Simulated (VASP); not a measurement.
# CdTe (F-43m) in VASP: further runs

CdTe is run at these levels: PBEsol; tasks: single point.

All numbers are computed with VASP 6.6.1; they aren't measurements. Logs are shortened: lines on timing, memory, paths and dates and some standing lists are left out, and cuts for length are marked.

**The experiment to reproduce.**

From a printed reference work, data compilation, for a bulk crystal of CdTe at 0 K: band gap 1.607 eV.

The results are compared with them further down.

## (1) The cell of the first run

It takes space group F-43m (No. 216, cubic). The conventional cell has a = 6.489 Å, b = 6.489 Å, c = 6.489 Å, α = 90.00°, β = 90.00°, γ = 90.00°. Cd (site symmetry -43m) has 4 Te at 2.81 Å within 3.7 Å. Within 3.7 Å of Te (site symmetry -43m) lie 4 Cd at 2.81 Å.

## (2) Single point, PBEsol

Contents of INCAR:

```
SYSTEM = CdTe
ALGO = Normal
EDIFF = 1E-7
ENCUT = 520
GGA = PS
ISIF = 2
ISMEAR = 0
LASPH = .TRUE.
LCHARG = .FALSE.
LREAL = .FALSE.
LWAVE = .FALSE.
NBANDS = 16
NELM = 100
PREC = Accurate
SIGMA = 0.02
```

Contents of KPOINTS:

```
k-points
0
G
  8 8 8
  0 0 0
```

Contents of POSCAR:

```
CdTe
1.0
    0.0000000000      3.2446714362      3.2446714362
    3.2446714362      0.0000000000      3.2446714362
    3.2446714362      3.2446714362      0.0000000000
Cd Te
1 1
Direct
    0.0000000000      0.0000000000      0.0000000000
    0.2500000000      0.2500000000      0.2500000000
```

Potentials or basis: VASP PAW PBE potentials, release 64 (Cd, Te).

Command:

```sh
$ cat potpaw_PBE.64/Cd/POTCAR potpaw_PBE.64/Te/POTCAR > POTCAR
$ mpirun -np 1 vasp_std > vasp.out
```

OUTCAR:

```text
SYSTEM = CdTe
   EDIFF = 1E-7
   ENCUT = 520
   GGA = PS
   ISIF = 2
   ISMEAR = 0
   LASPH = .TRUE.
   LREAL = .FALSE.
   NELM = 100
   PREC = Accurate

 ion  position               nearest neighbor table
   1  0.000  0.000  0.000-   2 2.81   2 2.81   2 2.81   2 2.81
   2  0.250  0.250  0.250-   1 2.81   1 2.81   1 2.81   1 2.81

  LATTYP: Found a face centered cubic cell.
 ALAT       =     6.4893428724

  Lattice vectors:

 A1 = (   0.0000000000,   3.2446714362,   3.2446714362)
 A2 = (   3.2446714362,   0.0000000000,   3.2446714362)
 A3 = (   3.2446714362,   3.2446714362,   0.0000000000)

Analysis of symmetry for initial positions (statically):
=====================================================================
 Subroutine PRICEL returns:
 Original cell was already a primitive cell.

 Routine SETGRP: Setting up the symmetry group for a
 face centered cubic supercell.

 Subroutine GETGRP returns: Found 24 space group operations
 (whereof 24 operations were pure point group operations)
 out of a pool of 48 trial point group operations.

The static configuration has the point symmetry T_d .

Analysis of symmetry for dynamics (positions and initial velocities):
=====================================================================
 Subroutine PRICEL returns:
 Original cell was already a primitive cell.

 Routine SETGRP: Setting up the symmetry group for a
 face centered cubic supercell.

 Subroutine GETGRP returns: Found 24 space group operations
 (whereof 24 operations were pure point group operations)
 out of a pool of 48 trial point group operations.

The dynamic configuration has the point symmetry T_d .

 Subroutine INISYM returns: Found 24 space group operations
 (whereof 24 operations are pure point group operations),
 and found     1 'primitive' translations

----------------------------------------------------------------------------------------

                                     Primitive cell

  volume of cell :      68.3191

  direct lattice vectors                    reciprocal lattice vectors
     0.000000000  3.244671436  3.244671436    -0.154098808  0.154098808  0.154098808
     3.244671436  0.000000000  3.244671436     0.154098808 -0.154098808  0.154098808
     3.244671436  3.244671436  0.000000000     0.154098808  0.154098808 -0.154098808

  length of vectors
     4.588658351  4.588658351  4.588658351     0.266906964  0.266906964  0.266906964

  position of ions in fractional coordinates (direct lattice)
     0.000000000  0.000000000  0.000000000
     0.250000000  0.250000000  0.250000000

  ion indices of the primitive-cell ions
   primitive index   ion index
                 1           1
                 2           2

----------------------------------------------------------------------------------------

 KPOINTS: k-points

Automatic generation of k-mesh.
 Grid dimensions read from file:
 generate k-points for:    8    8    8

 Generating k-lattice:

  Cartesian coordinates                     Fractional coordinates (reciprocal lattice)
    -0.019262351  0.019262351  0.019262351     0.125000000  0.000000000  0.000000000
     0.019262351 -0.019262351  0.019262351     0.000000000  0.125000000  0.000000000
     0.019262351  0.019262351 -0.019262351     0.000000000  0.000000000  0.125000000

  Length of vectors
     0.033363371  0.033363371  0.033363371

  Shift w.r.t. Gamma in fractional coordinates (k-lattice)
     0.000000000  0.000000000  0.000000000

 Subroutine IBZKPT returns following result:
 ===========================================

 Found     29 irreducible k-points:

 Following reciprocal coordinates:
            Coordinates               Weight
  0.000000  0.000000  0.000000      1.000000
  0.125000  0.000000  0.000000      8.000000
  0.250000  0.000000  0.000000      8.000000
  0.375000  0.000000  0.000000      8.000000
  0.500000  0.000000  0.000000      4.000000
  0.125000  0.125000  0.000000      6.000000
[... 16 lines left out ...]
  0.500000  0.250000  0.125000     48.000000
 -0.375000  0.250000  0.125000     24.000000
 [... further k-points ...]
   k-points           NKPTS =     29   k-points in BZ     NKDIM =     29   number of bands    NBANDS=     16
   number of dos      NEDOS =    301   number of ions     NIONS =      2
   total plane-waves  NPLWV =  46656
   dimension x,y,z NGX =    36 NGY =   36 NGZ =   36
   dimension x,y,z NGXF=    72 NGYF=   72 NGZF=   72
   ions per type =               1   1
   NGX,Y,Z   is equivalent  to a cutoff of  13.04, 13.04, 13.04 a.u.
   NGXF,Y,Z  is equivalent  to a cutoff of  26.09, 26.09, 26.09 a.u.
 SYSTEM =  CdTe
   PREC   = accura    normal or accurate (medium, high low for compatibility)
   ISTART =      0    job   : 0-new  1-cont  2-samecut
   ICHARG =      2    charge: 1-file 2-atom 10-const
   ISPIN  =      1    spin polarized calculation?
   LNONCOLLINEAR =      F non collinear calculations
   LSORBIT =      F    spin-orbit coupling
   LASPH  =      T    aspherical Exc in radial PAW
   ENCUT  =  520.0 eV  38.22 Ry    6.18 a.u.   8.53  8.53  8.53*2*pi/ulx,y,z
   NELM   =    100;   NELMIN=  2; NELMDL= -5     # of ELM steps
   EDIFF  = 0.1E-06   stopping-criterion for ELM
   LREAL  =      F    real-space projection
   EDIFFG = 0.1E-05   stopping-criterion for IOM
   NSW    =      0    number of steps for IOM
   IBRION =     -1    ionic relax: 0-MD 1-quasi-New 2-CG
   NFREE  =      0    steps in history (QN), initial steepest desc. (CG)
   ISIF   =      2    stress and relaxation
   ISYM   =      2    0-nonsym 1-usesym 2-fastsym
   POTIM  = 0.5000    time-step for ionic-motion
   TEBEG  =    0.0;   TEEND  =   0.0 temperature during run
   PSTRESS=    0.0 pullay stress
   NELECT =      18.0000    total number of electrons
   NUPDOWN=      -1.0000    fix difference up-down
   EMIN   =  10.00;   EMAX   =-10.00  energy-range for DOS
   EFERMI =   0.00;   METHOD = LEGACY
   ISMEAR =     0;   SIGMA  =   0.02  broadening in eV -4-tet -1-fermi 0-gaus
   EFERMI_NEDOS =   21; number of points for ismear=-14 and -15
   IALGO  =     38    algorithm
   IMIX   =      4    mixing-type and parameters
     AMIX     =   0.40;   BMIX     =  1.00
     AMIX_MAG =   1.60;   BMIX_MAG =  1.00
  volume/ion in A,a.u.               =      34.16       230.52
  Fermi-wavevector in a.u.,A,eV,Ry     =   1.049506  1.983279 14.986313  1.101463
  Thomas-Fermi vector in A             =   2.184471
   LORBIT       =      0    0 simple, 1 ext, 2 COOP (PROOUT), +10 PAW based schemes
   GGA     = PS    functional components
   LHFCALC =     F    Hartree Fock is set to
   AEXX    =    0.0000 exact exchange contribution
   IVDW    =     0    specifies the selected vdW correction
   LEPSILON=     F    determine dielectric tensor
   LRPA    =     F    only Hartree local field effects (RPA)
 non-spin polarized calculation
 Gauss-broadening in eV      SIGMA  =   0.02
  energy-cutoff  :      520.00
  volume of cell :       68.32
 maximum number of plane-waves:      1862
 NGX is ok and might be reduce to    36
   NGX = 17   NGY = 17   NGZ = 17

 number of electron      17.9999997 magnetization

 Free energy of the ion-electron system (eV)
  ---------------------------------------------------
  ext. energy  EPLUGINS =         0.00000000
  ---------------------------------------------------
  free energy    TOTEN  =        -5.48945631 eV

  energy without entropy =       -5.48945631  energy(sigma->0) =       -5.48945631

 E-fermi :   2.2860     XC(G=0):  -8.7642

 val. band max:        2.1762170316   @ k =   0.0000   0.0000   0.0000
 cond. band min:       2.8269061314   @ k =   0.0000   0.0000   0.0000
 fundamental gap:      0.6506890997
 Fermi energy:         2.2859710747

 k-point     1 :       0.0000    0.0000    0.0000
  band No.  band energies     occupation
      1      -9.0140      2.00000
      2      -6.0662      2.00000
      3      -6.0662      2.00000
      4      -6.0662      2.00000
      5      -5.8040      2.00000
      6      -5.8040      2.00000
[... 8 lines left out ...]
     15      11.5142      0.00000
     16      11.5142      0.00000

 k-point     2 :       0.1250    0.0000    0.0000
  band No.  band energies     occupation
      1      -8.9551      2.00000
      2      -6.0550      2.00000
      3      -6.0550      2.00000
      4      -6.0217      2.00000
      5      -5.8049      2.00000
      6      -5.8049      2.00000
[... 8 lines left out ...]
     15      10.7704      0.00000
     16      10.7704      0.00000

 k-point     3 :       0.2500    0.0000    0.0000
  band No.  band energies     occupation
      1      -8.8118      2.00000
      2      -6.0303      2.00000
      3      -6.0303      2.00000
      4      -5.8715      2.00000
      5      -5.8045      2.00000
      6      -5.8045      2.00000
[... 8 lines left out ...]
     15      10.5630      0.00000
     16      10.5630      0.00000

 k-point     4 :       0.3750    0.0000    0.0000
  band No.  band energies     occupation
      1      -8.6693      2.00000
      2      -6.0097      2.00000
      3      -6.0097      2.00000
      4      -5.7991      2.00000
      5      -5.7991      2.00000
      6      -5.6207      2.00000
[... 8 lines left out ...]
     15      11.3659      0.00000
     16      11.3659      0.00000

 k-point     5 :       0.5000    0.0000    0.0000
  band No.  band energies     occupation
      1      -8.6112      2.00000
      2      -6.0027      2.00000
      3      -6.0027      2.00000
      4      -5.7951      2.00000
      5      -5.7951      2.00000
      6      -5.4613      2.00000
[... 8 lines left out ...]
     15      12.4274      0.00000
     16      12.4274      0.00000

 k-point     6 :       0.1250    0.1250    0.0000
  band No.  band energies     occupation
      1      -8.9355      2.00000
      2      -6.0443      2.00000
      3      -6.0443      2.00000
      4      -6.0215      2.00000
      5      -5.8105      2.00000
      6      -5.7995      2.00000
[... 8 lines left out ...]
     15      10.6070      0.00000
     16      11.6504      0.00000

 k-point     7 :       0.2500    0.1250    0.0000
  band No.  band energies     occupation
      1      -8.8207      2.00000
      2      -6.0261      2.00000
      3      -6.0183      2.00000
      4      -5.9169      2.00000
      5      -5.8072      2.00000
      6      -5.7957      2.00000
[... 8 lines left out ...]
     15      11.4034      0.00000
     16      11.4235      0.00000

 k-point     8 :       0.3750    0.1250    0.0000
  band No.  band energies     occupation
      1      -8.6786      2.00000
      2      -6.0065      2.00000
      3      -5.9954      2.00000
      4      -5.8281      2.00000
      5      -5.7922      2.00000
      6      -5.6645      2.00000
[... 8 lines left out ...]
     15      11.2717      0.00000
     16      11.9342      0.00000

 k-point     9 :       0.5000    0.1250    0.0000
  band No.  band energies     occupation
      1      -8.5937      2.00000
      2      -5.9951      2.00000
      3      -5.9873      2.00000
      4      -5.8101      2.00000
      5      -5.7934      2.00000
      6      -5.4479      2.00000
[... 8 lines left out ...]
     15      11.9113      0.00000
     16      12.4772      0.00000
[... 172 lines left out ...]
 k-point    19 :       0.5000    0.3750    0.0000
  band No.  band energies     occupation
      1      -8.5066      2.00000
      2      -5.9337      2.00000
      3      -5.9152      2.00000
      4      -5.8816      2.00000
      5      -5.7787      2.00000
      6      -5.3552      2.00000
[... 8 lines left out ...]
     15      12.9121      0.00000
     16      13.5935      0.00000

 k-point    20 :      -0.3750    0.3750    0.0000
  band No.  band energies     occupation
      1      -8.4997      2.00000
      2      -5.9528      2.00000
      3      -5.9268      2.00000
      4      -5.8512      2.00000
      5      -5.7904      2.00000
      6      -5.2803      2.00000
[... 8 lines left out ...]
     15      11.7616      0.00000
     16      14.4238      0.00000

 k-point    21 :       0.5000    0.5000    0.0000
  band No.  band energies     occupation
      1      -8.4881      2.00000
      2      -5.9107      2.00000
      3      -5.9018      2.00000
      4      -5.9018      2.00000
      5      -5.7732      2.00000
      6      -5.3265      2.00000
[... 8 lines left out ...]
     15      12.9867      0.00000
     16      13.6808      0.00000

 k-point    22 :       0.3750    0.2500    0.1250
  band No.  band energies     occupation
      1      -8.7069      2.00000
      2      -6.0022      2.00000
      3      -5.9903      2.00000
      4      -5.8541      2.00000
      5      -5.7947      2.00000
      6      -5.7247      2.00000
[... 8 lines left out ...]
     15      11.9069      0.00000
     16      12.4911      0.00000

 k-point    23 :       0.5000    0.2500    0.1250
  band No.  band energies     occupation
      1      -8.5954      2.00000
      2      -5.9826      2.00000
      3      -5.9724      2.00000
      4      -5.8324      2.00000
      5      -5.7943      2.00000
      6      -5.5041      2.00000
[... 8 lines left out ...]
     15      12.0644      0.00000
     16      12.7672      0.00000

 k-point    24 :      -0.3750    0.2500    0.1250
  band No.  band energies     occupation
      1      -8.5503      2.00000
      2      -5.9776      2.00000
      3      -5.9650      2.00000
      4      -5.8201      2.00000
      5      -5.7986      2.00000
      6      -5.3674      2.00000
[... 8 lines left out ...]
     15      12.1774      0.00000
     16      12.7095      0.00000

 [... further k-points ...]
[... 5 lines left out ...]
  --------------------------------------------------------------------------------------
  -------------------------------------------------------------------------------------
  Total        0.0678703      0.0678703      0.0678703     -0.0000000     -0.0000000     -0.0000000
  in kB        1.5916530      1.5916530      1.5916530     -0.0000000     -0.0000000     -0.0000000
  external PRESSURE =       1.5916530 kB  Pullay stress =       0.0000000 kB

 VOLUME and BASIS-vectors are now :
 -----------------------------------------------------------------------------
  energy-cutoff  :      520.00
  volume of cell :       68.32
      direct lattice vectors                 reciprocal lattice vectors
     0.000000000  3.244671436  3.244671436    -0.154098808  0.154098808  0.154098808
     3.244671436  0.000000000  3.244671436     0.154098808 -0.154098808  0.154098808
     3.244671436  3.244671436  0.000000000     0.154098808  0.154098808 -0.154098808

 POSITION                                       TOTAL-FORCE (eV/Angst)
 -----------------------------------------------------------------------------------
      0.00000      0.00000      0.00000         0.000000     -0.000000     -0.000000
      1.62234      1.62234      1.62234        -0.000000      0.000000      0.000000
 -----------------------------------------------------------------------------------
    total drift:                               -0.000000     -0.000000     -0.000000

  FREE ENERGIE OF THE ION-ELECTRON SYSTEM (eV)
  ---------------------------------------------------
  free  energy   TOTEN  =        -5.4894563118 eV

  energy  without entropy=       -5.4894563118  energy(sigma->0) =       -5.48945631
```

Wall time 50 s (1 thread of AMD EPYC 7R43 (Zen 3), shared host); peak memory 0.18 GiB.

What came out:

| Item | Value |
| --- | --- |
| Free energy | -5.4895 eV |
| Pressure | 0.2 GPa |
| Band gap on the k mesh | 0.65 eV, direct |

Caveat: the PAW data sets were made with another functional, which shifts forces and pressure a little; spin-orbit coupling is left out, which moves the levels of the heavy elements.

## (3) Single point, PBEsol

This run uses another cell than the first one, of 32.92 Å³/atom, 0.964 times its volume.

Contents of INCAR:

```
SYSTEM = CdTe
ALGO = Normal
EDIFF = 1E-7
ENCUT = 520
GGA = PS
ISIF = 2
ISMEAR = 0
LASPH = .TRUE.
LCHARG = .TRUE.
LELF = .TRUE.
LREAL = .FALSE.
LVHAR = .TRUE.
LWAVE = .FALSE.
NBANDS = 16
NELM = 100
PREC = Accurate
SIGMA = 0.1
```

Contents of KPOINTS:

```
k-points
0
G
  6 6 6
  0 0 0
```

Contents of POSCAR:

```
CdTe
1.0
    0.0000000000      3.2050000000      3.2050000000
    3.2050000000      0.0000000000      3.2050000000
    3.2050000000      3.2050000000      0.0000000000
Cd Te
1 1
Direct
    0.0000000000      0.0000000000      0.0000000000
    0.2500000000      0.2500000000      0.2500000000
```

Potentials or basis: VASP PAW PBE potentials, release 64 (Cd, Te).

Command:

```sh
$ cat potpaw_PBE.64/Cd/POTCAR potpaw_PBE.64/Te/POTCAR > POTCAR
$ mpirun -np 1 vasp_std > vasp.out
```

It took 25 s on 1 thread of AMD EPYC 7R43 (Zen 3), shared host; peak memory 0.17 GiB.

It converged, with:

| Quantity | Value |
| --- | --- |
| Free energy | -5.4681 eV |
| Pressure | 1.9 GPa |
| Band gap on the k mesh | 0.76 eV, direct |

Levels at points of the mesh, in eV from the valence-band top:
| k point | band 6 | band 7 | band 8 | band 9 | band 10 | band 11 | band 12 | band 13 |
| --- | --- | --- | --- | --- | --- | --- | --- | --- |
| (0.00, 0.00, 0.00) | -8.09 | 0.00 | 0.00 | 0.00 | 0.76 | 4.52 | 4.52 | 4.52 |
| (0.50, 0.00, 0.00) | -7.72 | -4.67 | -0.84 | -0.84 | 1.76 | 5.11 | 5.11 | 6.94 |
| (0.50, 0.50, 0.00) | -7.57 | -4.52 | -2.00 | -2.00 | 2.41 | 2.58 | 8.91 | 9.24 |

Caveat: the PAW data sets were made with another functional, which shifts forces and pressure a little; spin-orbit coupling is left out, which moves the levels of the heavy elements.

## (4) Single point, PBEsol

Contents of INCAR:

```
SYSTEM = CdTe
PREC = Accurate
ENCUT = 520
EDIFF = 1E-6
ISMEAR = 0
SIGMA = 0.02
LREAL = .FALSE.
LASPH = .TRUE.
NELM = 80
ALGO = Normal
ISIF = 2
LWAVE = .FALSE.
LCHARG = .FALSE.
GGA = PS
NBANDS = 16
```

Contents of KPOINTS:

```
Automatic mesh
0
G
  8 8 8
  0 0 0
```

Contents of POSCAR:

```
CdTe
1.0
    0.0000000000      3.2446714369      3.2446714369
    3.2446714369      0.0000000000      3.2446714369
    3.2446714369      3.2446714369      0.0000000000
Cd Te
1 1
Direct
    0.0000000000      0.0000000000      0.0000000000
    0.2500000000      0.2500000000      0.2500000000
```

Command:

```sh
$ cat potpaw_PBE.64/Cd/POTCAR potpaw_PBE.64/Te/POTCAR > POTCAR
$ mpirun -np 1 vasp_std > vasp.out
```

It took 29 s on 1 thread of Intel Xeon Platinum 8259CL at 2.50GHz (Skylake/Cascade Lake), shared host; peak memory 0.21 GiB.

The run converged. Its results:

```yaml
Free_energy: -5.4895 eV
Pressure: 0.2 GPa
Band_gap_on_the_k_mesh: 0.65 eV, direct
```

Levels at points of the mesh, in eV from the valence-band top:
```
           k point  band 5  band 6  band 7  band 8  band 9  band 10  band 11  band 12  band 13  band 14
(0.00, 0.00, 0.00)   -7.98   -7.98    0.00    0.00    0.00     0.65     4.55     4.55     4.55     7.29
(0.50, 0.00, 0.00)   -7.97   -7.64   -4.45   -0.78   -0.78     1.73     5.13     5.13     6.93     8.51
(0.50, 0.50, 0.00)   -7.95   -7.50   -4.33   -1.87   -1.87     2.50     2.60     8.70     9.05     9.05
```

Caveat: the PAW data sets were made with another functional, which shifts forces and pressure a little; spin-orbit coupling is left out, which moves the levels of the heavy elements.

## (5) Comparison with measurements

Step 2. Measured gap of CdTe: 1.607 eV (0 K; a printed reference work, data compilation). This calculation gives 0.65 eV (-0.96 eV). Spin-orbit coupling on Cd, Te is left out. The value is that of PBEsol, without temperature or zero-point motion. Semilocal functionals fall short of measured gaps as a rule.

Step 3. Against the measured gap of CdTe, 1.607 eV (0 K; a printed reference work, data compilation), the calculated 0.76 eV is off by -0.85 eV. Spin-orbit coupling on Cd, Te is left out. The value is that of PBEsol, without temperature or zero-point motion. Semilocal functionals fall short of measured gaps as a rule.

Step 4. Measured gap of CdTe: 1.607 eV (0 K; a printed reference work, data compilation). This calculation gives 0.65 eV (-0.96 eV). Spin-orbit coupling on Cd, Te is left out. The value is that of PBEsol, without temperature or zero-point motion. Semilocal functionals fall short of measured gaps as a rule.
